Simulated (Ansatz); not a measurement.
## Nb2COF MXene monolayer in a perpendicular field

What dipole does a perpendicular field induce in the Nb2COF MXene monolayer? A positive field points along +c.

Method: plane-wave DFT, PBE-D4, Ansatz PAW, in Ansatz 0.2.0.

### Step 1. Set-up

The cell holds 5 atoms: 1 F, 2 Nb, 1 C and 1 O. Cell: a = 3.151 Å, b = 3.151 Å, c = 40.043 Å, α = 90.0°, β = 90.0°, γ = 120.0°. Vacuum lies along c.

### Step 2. Relaxation

The starting cell is a guess, so the in-plane lattice and the atoms are relaxed first, with the slab cut off from its images along the normal.

File input.yaml:

```yaml
crystal:
  lattice:
    - [3.150576, 0.0, 0.0]
    - [-1.575288, 2.7284788526, 0.0]
    - [0.0, 0.0, 40.0426923709]
  atoms:
    - { symbol: F, position: [0.3333333333, 0.6666666667, 0.4432768865] }
    - { symbol: Nb, position: [0.6666666667, 0.3333333333, 0.4666694114], spin: 1.0 }
    - { symbol: C, position: [0.0, 0.0, 0.4977146103] }
    - { symbol: Nb, position: [0.3333333333, 0.6666666667, 0.5287598093], spin: 1.0 }
    - { symbol: O, position: [0.6666666667, 0.3333333333, 0.5567231135] }
  periodic: [true, true, false]
magnetization:
  spin_polarized: true
kpoints:
  mp_grid: { grid: [12, 12, 1] }
hamiltonian:
  xc: pbe
  dispersion: d4
scf:
  occupations: { method: fermi_dirac, width: 0.05 }
  convergence: { dr2_threshold: 1.0e-09 }
relax:
  f_tol: 0.004
  max_steps: 90
  cell: {}
output:
  write_potential: true
  write_density: true
  volumetric_format: npy
```

The run is started by

```console
> ansatz run input.yaml --threads 4 --pin off --max-ram 6144MiB --backend cpu --events-out ev --progress --plain --runs-dir out
```

Numbers of over 12 decimals in the logs are rounded to 6 here.

What it wrote:

```text
Warning: relax.cell: scf.convergence.dr2_threshold = 1e-9 eV is looser than the 2.36417907841e-10 eV advised for a relaxation that steers and ends on the stress (1e-10 eV for each atom of the cell: 5, times the square of relax.cell.stress_2d_tol = 0.05 N/m over 14.5 Å (the atoms' height at the walk's start and 5 Å past either face), 3.438e-2 GPa, over a crystal's default 0.05). What an SCF threshold leaves in a stress goes as its square root, and in the free energy as the threshold itself, and one threshold admits the most on a small cell: [figures from the program's tests cut] Set scf.convergence.dr2_threshold to 2.36417907841e-10 eV or tighter. [rest of the remark cut]
Engine: ansatz 0.2.0, x86_64-unknown-linux-gnu
Pseudopotentials: kind: paw
Pseudopotential: F, paw, valence charge 7, recommended cutoff 420 eV (normal), F.paw.azcp
Pseudopotential: Nb, paw, valence charge 13, recommended cutoff 420 eV (normal), Nb.paw.azcp
Pseudopotential: C, paw, valence charge 4, recommended cutoff 420 eV (normal), C.paw.azcp
Pseudopotential: O, paw, valence charge 6, recommended cutoff 420 eV (normal), O.paw.azcp
Functional definition: PBE
  parameter kappa = 0.804
  parameter beta = 0.066725
  exchange = pbe_x(kappa = kappa, mu = beta*pi^2/3)
  correlation = pbe_c(beta = beta)
Crystal: 5 atoms, lattice volume = 344.218 Å³
Basis set: ecut = 420 eV, 6649 PW (Γ), exchange–correlation on 48×48×540 points (8 copies of the dense FFT grid, shifted against one another)
Bands: 28, of which v1, the nominal top of the filled ones, is band 22 counted from 1 (21 counted from 0)
Symmetry: 6 space group operations
Space group: P3m1 (ITA 156), of the structure as read, at distance tolerance 7.0e-5 Å
Magnetic group: BNS 156.49 (UNI 1279), of the structure as read, at distance tolerance 7.0e-5 Å
k-points: 19 of 144 (time reversal used)
Non-local potential: F, projectors of the file, l = 0: 2, l = 1: 2, l = 2: 1
Non-local potential: Nb, projectors of the file, l = 0: 3, l = 1: 2, l = 2: 2, l = 3: 1
Non-local potential: C, projectors of the file, l = 0: 2, l = 1: 2, l = 2: 1
Non-local potential: O, projectors of the file, l = 0: 2, l = 1: 2, l = 2: 1
PAW form: soft (Blöchl's): semilocal exchange-correlation on the pseudo side does not see the compensation charge
PAW one-centre angular grid: F, 110 points (default); XC on 64 Gauss nodes
PAW one-centre angular grid: Nb, 590 points (default); XC on 64 Gauss nodes
PAW one-centre angular grid: C, 110 points (default); XC on 64 Gauss nodes
PAW one-centre angular grid: O, 110 points (default); XC on 64 Gauss nodes
Initial density: superposition of atomic densities (neutral atoms: chi_scale 0, normalization atom)
Starting moments: Σ|m| = 2 μB on 2 of 5 sites
Initial wavefunctions: pseudopotential atomic-orbital guess
Functional: x = pbe(κ = 0.804, μ = 0.219515), c = pbe(β = 0.066725)
SCF iter   1: F=—  HF=-10739.999942 eV  |F-HF|=—  |Δ(HF+E_count)|=         —  Δρ=4.07e-2 (↑4.07e-2 ↓3.69e-2)  dr2=3.80e1  dr2_m=1.77e-1  M=0.558 μB ∫|m|=0.690 μB  β_m=0.30  ethr=3.10e-3  ⟨swp⟩=14.7  Hψ=8419  notcnv=0
Mixer restart at iter 1: flushing history
preconditioner: auto → LDOS  [metal: Δε(μ)=0.036 eV  Ē_g=10.644 eV  σ=0.050 eV  W_gap=0.17  n_scr=24 (ndim 8)  ℏωp=10.0 eV  f_vac=0.801  D(μ)=1.41/eV (n_scr^D=10)]
spin=Collinear: LDOS preconditioning applied to the charge; magnetization (m = ρ↑ − ρ↓) channel mixes plain (no charge-response kernel on spin).
SCF iter   2: F=—  HF=-10734.998786 eV  |F-HF|=—  |Δ(HF+E_count)|=    5.00e0  Δρ=2.07e-2 (↑2.07e-2 ↓1.75e-2)  dr2=9.49e0  dr2_m=9.20e-2  M=0.499 μB ∫|m|=0.624 μB  β_m=0.44  ethr=3.10e-3  ⟨swp⟩=4.9  Hψ=3607  notcnv=0  defer=27
SCF iter   3: F=—  HF=-10733.877786 eV  |F-HF|=—  |Δ(HF+E_count)|=    1.12e0  Δρ=6.03e-3 (↑6.00e-3 ↓6.03e-3)  dr2=3.07e-1  dr2_m=2.03e-2  M=0.388 μB ∫|m|=0.472 μB  β_m=0.58  ethr=3.10e-3  ⟨swp⟩=5.7  Hψ=3510  notcnv=0  defer=32
SCF iter   4: F=—  HF=-10733.948728 eV  |F-HF|=—  |Δ(HF+E_count)|=   7.09e-2  Δρ=2.79e-3 (↑2.79e-3 ↓1.96e-3)  dr2=1.20e-1  dr2_m=7.33e-3  M=0.267 μB ∫|m|=0.320 μB  β_m=0.66  ethr=7.14e-4  ⟨swp⟩=5.5  Hψ=2565  notcnv=0  defer=23
SCF iter   5: F=—  HF=-10733.980744 eV  |F-HF|=—  |Δ(HF+E_count)|=         —  Δρ=1.78e-3 (↑1.78e-3 ↓1.31e-3)  dr2=9.92e-3  dr2_m=6.90e-3  M=0.094 μB ∫|m|=0.126 μB  β_m=0.66  ethr=2.80e-4  ⟨swp⟩=4.9  Hψ=2068  notcnv=0  defer=22
SCF iter   6: F=—  HF=-10733.981791 eV  |F-HF|=—  |Δ(HF+E_count)|=   1.05e-3  Δρ=7.23e-4 (↑7.23e-4 ↓7.16e-4)  dr2=1.85e-4  dr2_m=1.56e-3  M=0.060 μB ∫|m|=0.080 μB  β_m=0.83  ethr=2.31e-5  ⟨swp⟩=4.1  Hψ=2535  notcnv=0  defer=24
SCF iter   7: F=—  HF=-10733.982502 eV  |F-HF|=—  |Δ(HF+E_count)|=   7.11e-4  Δρ=2.35e-4 (↑2.09e-4 ↓2.35e-4)  dr2=1.04e-4  dr2_m=1.30e-4  M=0.022 μB ∫|m|=0.032 μB  β_m=0.84  ethr=4.30e-7  ⟨swp⟩=4.8  Hψ=3246  notcnv=0  defer=18
SCF iter   8: F=—  HF=-10733.982601 eV  |F-HF|=—  |Δ(HF+E_count)|=   9.92e-5  Δρ=9.07e-5 (↑9.01e-5 ↓9.07e-5)  dr2=3.96e-5  dr2_m=2.23e-5  M=0.009 μB ∫|m|=0.015 μB  β_m=0.92  ethr=2.41e-7  ⟨swp⟩=3.8  Hψ=2629  notcnv=0  defer=18
SCF iter   9: F=—  HF=-10733.982638 eV  |F-HF|=—  |Δ(HF+E_count)|=   3.70e-5  Δρ=4.32e-5 (↑4.32e-5 ↓3.66e-5)  dr2=1.78e-5  dr2_m=2.15e-6  M=0.002 μB ∫|m|=0.004 μB  β_m=0.86  ethr=9.21e-8  ⟨swp⟩=3.7  Hψ=2490  notcnv=0  defer=20
SCF iter  10: F=—  HF=-10733.982638 eV  |F-HF|=—  |Δ(HF+E_count)|=   5.94e-7  Δρ=1.65e-5 (↑1.43e-5 ↓1.65e-5)  dr2=1.49e-6  dr2_m=5.58e-7  M=0.000 μB ∫|m|=0.001 μB  β_m=0.93  ethr=4.15e-8  ⟨swp⟩=3.4  Hψ=2444  notcnv=0  defer=18
SCF iter  11: F=—  HF=-10733.982639 eV  |F-HF|=—  |Δ(HF+E_count)|=   7.78e-7  Δρ=5.16e-6 (↑5.16e-6 ↓3.76e-6)  dr2=2.10e-7  dr2_m=2.99e-8  M=0.000 μB ∫|m|=0.000 μB  β_m=0.95  ethr=3.45e-9  ⟨swp⟩=3.8  Hψ=2544  notcnv=0  defer=18
SCF iter  12: F=—  HF=-10733.982639 eV  |F-HF|=—  |Δ(HF+E_count)|=   2.17e-7  Δρ=1.62e-6 (↑1.11e-6 ↓1.62e-6)  dr2=2.96e-8  dr2_m=1.74e-9  M=0.000 μB ∫|m|=0.000 μB  β_m=0.89  ethr=4.88e-10  ⟨swp⟩=3.8  Hψ=2494  notcnv=0  defer=18
SCF iter  13: F=—  HF=-10733.982639 eV  |F-HF|=—  |Δ(HF+E_count)|=   5.62e-9  Δρ=3.73e-7 (↑2.97e-7 ↓3.73e-7)  dr2=2.20e-9  dr2_m=1.69e-10  M=0.000 μB ∫|m|=0.000 μB  β_m=0.87  ethr=6.89e-11  ⟨swp⟩=3.9  Hψ=2420  notcnv=0  defer=18
SCF iter  14: F=-10733.982639 eV  HF=-10733.982639 eV  |F-HF|=2.38e-10  |Δ(HF+E_count)|=   2.58e-9  Δρ=1.37e-7 (↑1.37e-7 ↓1.11e-7)  dr2=1.95e-10  dr2_m=1.79e-11  M=0.000 μB ∫|m|=0.000 μB  ethr=2.33e-12  ⟨swp⟩=9.6  Hψ=9141  notcnv=0
[...]
relax step   4: F+E_penalty+E_count = -10735.43387771 eV  Δ(F+E_penalty+E_count) = -5.044e-3 eV  max|allowed force component| = 4.285e-2 eV/Å  Δτ_max = 0.0306 Å  P = +0.075 N/m  Ω = 338.663 Å³  energy of the carried Pulay correction = +2.866e-3 eV  fix = [c, alpha, beta]  reactions: c +0.000 N/m  (9 SCF iters, accepted)
[...]
relax step   5: F+E_penalty+E_count = -10735.43383928 eV  Δ(F+E_penalty+E_count) = +3.843e-5 eV  max|allowed force component| = 1.583e-2 eV/Å  Δτ_max = 0.0021 Å  P = +0.045 N/m  Ω = 338.865 Å³  energy of the carried Pulay correction = +2.761e-3 eV  fix = [c, alpha, beta]  reactions: c +0.000 N/m  (6 SCF iters, accepted)
[...]
relax step   6: F+E_penalty+E_count = -10735.43379830 eV  Δ(F+E_penalty+E_count) = +4.098e-5 eV  max|allowed force component| = 7.050e-3 eV/Å  Δτ_max = 0.0004 Å  P = +0.002 N/m  Ω = 338.965 Å³  energy of the carried Pulay correction = +2.709e-3 eV  fix = [c, alpha, beta]  reactions: c +0.000 N/m  (6 SCF iters, accepted)
[...]
relax step   7: F+E_penalty+E_count = -10735.43379877 eV  Δ(F+E_penalty+E_count) = -4.688e-7 eV  max|allowed force component| = 1.213e-3 eV/Å  Δτ_max = 0.0004 Å  P = +0.005 N/m  Ω = 338.967 Å³  energy of the carried Pulay correction = +2.708e-3 eV  fix = [c, alpha, beta]  reactions: c +0.000 N/m  (6 SCF iters, accepted)
Initial wavefunctions: pseudopotential atomic-orbital guess (no wavefunctions were taken with the density)
iter 1 solved again at ethr=7.70e-8 eV; its pass at ethr=3.10e-3 eV (dr2=3.31e-5 eV) is discarded
SCF iter   1: F=—  HF=-10735.431427 eV  |F-HF|=—  |Δ(HF+E_count)|=         —  Δρ=2.60e-5 (↑2.60e-5 ↓2.60e-5)  dr2=1.43e-6  dr2_m=4.92e-13  M=-0.000 μB ∫|m|=0.000 μB  β_m=0.65  ethr=7.70e-8  ⟨swp⟩=7.9  Hψ=14942  notcnv=0
spin=Collinear: LDOS preconditioning applied to the charge; magnetization (m = ρ↑ − ρ↓) channel mixes plain (no charge-response kernel on spin).
SCF iter   2: F=—  HF=-10735.431293 eV  |F-HF|=—  |Δ(HF+E_count)|=   1.35e-4  Δρ=8.32e-6 (↑8.32e-6 ↓8.32e-6)  dr2=2.54e-7  dr2_m=9.55e-14  M=-0.000 μB ∫|m|=0.000 μB  β_m=0.52  ethr=3.32e-9  ⟨swp⟩=3.1  Hψ=2135  notcnv=0
SCF iter   3: F=—  HF=-10735.431293 eV  |F-HF|=—  |Δ(HF+E_count)|=   3.80e-7  Δρ=3.77e-6 (↑3.77e-6 ↓3.77e-6)  dr2=3.08e-8  dr2_m=5.22e-14  M=-0.000 μB ∫|m|=0.000 μB  β_m=0.66  ethr=5.90e-10  ⟨swp⟩=3.2  Hψ=2221  notcnv=0
SCF iter   4: F=—  HF=-10735.431293 eV  |F-HF|=—  |Δ(HF+E_count)|=   8.52e-8  Δρ=4.18e-7 (↑4.17e-7 ↓4.18e-7)  dr2=1.14e-9  dr2_m=1.57e-14  M=-0.000 μB ∫|m|=0.000 μB  β_m=0.67  ethr=7.17e-11  ⟨swp⟩=3.4  Hψ=2170  notcnv=0
SCF iter   5: F=-10735.431293 eV  HF=-10735.431293 eV  |F-HF|=7.28e-9  |Δ(HF+E_count)|=   3.14e-8  Δρ=1.23e-7 (↑1.23e-7 ↓1.23e-7)  dr2=2.63e-10  dr2_m=4.17e-15  M=-0.000 μB ∫|m|=0.000 μB  ethr=2.33e-12  ⟨swp⟩=12.9  Hψ=9856  notcnv=0
the starting moments were not kept: the SCF closed with an absolute magnetisation of 5.9e-8 μB, where they sum to 2 μB in size (2 sites). That is at most 0.1 of that sum. Measured as dr2_m measures the in/out step, that magnetisation stands 4.3e-16 eV from none, at or under the dr2_threshold of 1.0e-9 eV: it is no larger than a step whose dr2_m would equal this threshold.
SCF 8 converged in 5 iterations: F = -10735.431293 eV  dr2 = 2.63e-10
relax step   8: F+E_penalty+E_count = -10735.43129305 eV  Δ(F+E_penalty+E_count) = +2.506e-3 eV  max|allowed force component| = 1.444e-3 eV/Å  Δτ_max = 0.0000 Å  P = -0.042 N/m  Ω = 338.967 Å³  fix = [c, alpha, beta]  reactions: c -0.000 N/m  stress off target by 4.19e-2 N/m on what of the cell is left free  SCF on the basis re-selected at this cell (its energy is not comparable with the rows above)  (5 SCF iters)
basis re-selected at this cell: Δ(F+E_penalty+E_count) = +2.506e-3 eV, ΔP = -0.047 N/m vs the last step (what re-selecting the basis moved, of the pressure what is left beyond the Pulay correction that the steps carried, after the strain that the cell walked since its last selection, with what the two solves' SCF thresholds leave and, on support functions, any second-order correction that the steps lacked; it is no m [...]
WARN: The output density's exchange-correlation potential varies sharply where the density is thin. Do not read a vacuum level from v_tot or v_xc, or from such a field of the output density. On a cell that repeats whose density bears no net charge and no dipole along the vacuum's axis use v_es (v_loc + v_h of the components); under efield.dipole_correction with no amplitude use v_es + v_field, which holds any externa [...]
SCF converged after 5 iterations
Magnetization: -0.0000 μB (21.5000 up, 21.5000 down)
Absolute magnetization: 0.0000 μB (∫|ρ↑−ρ↓|, with the PAW one-centre terms)
Spin contamination: 0.0000 ħ² per cell (⟨S²⟩ above its minimum at these occupations)
Per-site moments (μB) at R_I (Å): [(-1.2189532085997985e-9, 0.947100), (-8.634293755838355e-9, 0.881450), (-8.89918479546956e-9, 0.881450), (7.895413858600944e-9, 0.865594), (-5.915633050711981e-9, 0.865594)]
Free energy (F): -10735.431293 eV
Harris-Foulkes:  -10735.431293 eV  (|F-HF|=7.28e-9)
Internal energy: -10735.418439 eV  (E = F + TS)
E sigma→0 (E₀):  -10735.424866 eV
Entropy (-TS):   -0.012854 eV (-2.571 meV/atom)
Fermi energy:    -5.342383 eV
--- Per-component energies (eV) ---
  E_band       = -1051.206887
  E_kinetic    = 1262.110229
  E_local      = -161512.354682  (includes V_loc(G=0)·N_el)
  E_nonlocal   = 384.084924
  E_hartree    = 79910.072383
  E_xc         = -554.720824
  E_vxc        = -684.567131  (∫ρ·V_xc dr)
  E_paw        = -6602.515613  (= ΣΔE_a)
  E_vpaw       = -320.630741  (= ΣTr[D̂ρ^β])
  E_aug_tail   = 0.004494  (compensation charges beyond the density's cutoff)
  E_ewald      = 76378.863002
  E_disp       = -0.962352  (pairwise vdW)
  E_smearing   = -0.012854  (= −TS)
  E_closure    = -0.000000  (closes the sum)
  Σ components = -10735.431293   (vs F -10735.431293, Δ=0.00e0)
--- Forces (eV/Å), atoms counted from 1 ---
  atom   1  F      0.00000000     0.00000000    -0.00028391
  atom   2  Nb     0.00000000    -0.00000000    -0.00106706
  atom   3  C      0.00000000     0.00000000     0.00144613
  atom   4  Nb     0.00000000    -0.00000000     0.00002184
  atom   5  O      0.00000000    -0.00000000    -0.00010882
  max |Σ_I F_I| component: 8.19e-6 eV/Å
--- 2D stress c σ (N/m, compression-positive) ---
       -0.041885       0.000000       0.000000
       -0.000000      -0.041885      -0.000000
        0.000000      -0.000000      -0.000000
  P = ½ c Tr σ = -0.0419 N/m
--- Band table (eV; the first three rows and the last of 38) ---
  k-point 0 ↑: bands = [... 18 lower, -8.4726, -8.4726, -6.1795, -6.1795, -5.4189, -3.8764, -3.8764, -3.2451, ... 2 higher]
  k-point 1 ↑: bands = [... 18 lower, -8.5799, -8.5569, -6.3242, -6.0408, -5.3829, -3.9359, -3.7519, -3.1746, ... 2 higher]
  k-point 2 ↑: bands = [... 18 lower, -8.7947, -8.5718, -6.6466, -5.6426, -5.3189, -3.9024, -3.5179, -3.0523, ... 2 higher]
  k-point 18 ↓: bands = [... 18 lower, -9.2905, -9.2808, -5.5633, -5.1705, -4.4636, -3.5465, -3.0120, -2.5030, ... 2 higher]
  the weakly bound empty levels are not read free of the cell's end (no_gap_told)
--- Relaxed structure (7 steps of the walk, 7 accepted, 1 SCFs on fresh bases) ---
  F+E_penalty+E_count = -10735.43129305 eV   max|allowed force component| = 1.444e-3 eV/Å   (the final SCF, on the basis selected at the relaxed cell)
  cell:  # Å, volume = 338.9666 Å³
    - [3.126450, 0, 0]
    - [-1.563225, 2.707585, 0]
    - [0, 0, 40.0426923709]
  atoms:
    - { symbol: F, position: [0.333333, 0.666667, 0.435329] }
    - { symbol: Nb, position: [0.666667, 0.333333, 0.470765] }
    - { symbol: C, position: [0, 0, 0.499325] }
    - { symbol: Nb, position: [0.333333, 0.666667, 0.530500] }
    - { symbol: O, position: [0.666667, 0.333333, 0.557224] }
```

The job ended after 56 s (4 threads of Intel Xeon Platinum 8488C (Sapphire Rapids), shared host; peak memory 0.91 GiB).

Relaxation path:

| step | energy less that of the first step (eV) | largest force component (eV/Å) | volume (Å³) |
| --- | --- | --- | --- |
| 1 | 0.0000 | 7.1235 | 344.22 |
| 2 | -1.2844 | 1.4457 | 345.62 |
| 3 | -1.4462 | 0.1834 | 335.97 |
| 4 | -1.4512 | 0.0428 | 338.66 |
| 5 | -1.4512 | 0.0158 | 338.86 |
| 6 | -1.4512 | 0.0070 | 338.96 |
| 7 | -1.4512 | 0.0012 | 338.97 |
| 8* | -1.4487 | 0.0014 | 338.97 |

Relaxation steps marked * repeat the geometry before them on a plane-wave basis chosen anew for their cell, so energy and pressure can jump there.

The run keeps the 6 symmetry operations that it works with, so distortions that break them were not tested.

| cell as run | before | after | change |
| --- | --- | --- | --- |
| a (Å) | 3.151 | 3.126 | -0.8 % |
| b (Å) | 3.151 | 3.126 | -0.8 % |

The atoms that moved most (Å, along periodic axes as changes of fractional coordinates times the final cell, across vacuum about the mean position):

| atom | dx | dy | dz | length |
| --- | --- | --- | --- | --- |
| F1 | 0.000 | 0.000 | -0.318 | 0.318 |
| Nb2 | 0.000 | 0.000 | 0.164 | 0.164 |
| Nb4 | 0.000 | 0.000 | 0.070 | 0.070 |
| C3 | 0.000 | 0.000 | 0.065 | 0.065 |
| O5 | 0.000 | 0.000 | 0.020 | 0.020 |

Final coordinates:

```cif
data_structure
_symmetry_space_group_name_H-M 'P 1'
_symmetry_Int_Tables_number 1
_cell_length_a 3.1265
_cell_length_b 3.1265
_cell_length_c 40.0427
_cell_angle_alpha 90.000
_cell_angle_beta 90.000
_cell_angle_gamma 120.000
_cell_volume 338.97
loop_
_atom_site_label
_atom_site_type_symbol
_atom_site_fract_x
_atom_site_fract_y
_atom_site_fract_z
_atom_site_occupancy
F1 F 0.33333 0.66667 0.43533 1
Nb2 Nb 0.66667 0.33333 0.47077 1
C3 C 0.00000 0.00000 0.49933 1
Nb4 Nb 0.33333 0.66667 0.53050 1
O5 O 0.66667 0.33333 0.55722 1
```

This step gave:

```
energy at zero smearing : -10735.4249 eV
```

The lattice constant a goes from 3.151 to 3.126 Å.

(Part 1 of 3 ends here.)

[Logs are printed without paths, hosts, clocks, repeated set-up lines and the standing remarks that a program may print on its own settings, such as how far it seeks lower states.]

[Hosts, paths, dates, database ids (printed as entryN), source tags and the programs' standing remarks are cut or masked in the printed files.]

[Maps of the electrostatic potential energy from Ansatz leave out the sawtooth potential of an applied field or a dipole correction, so their vacuum need not be flat; planar profiles and work functions include it.]
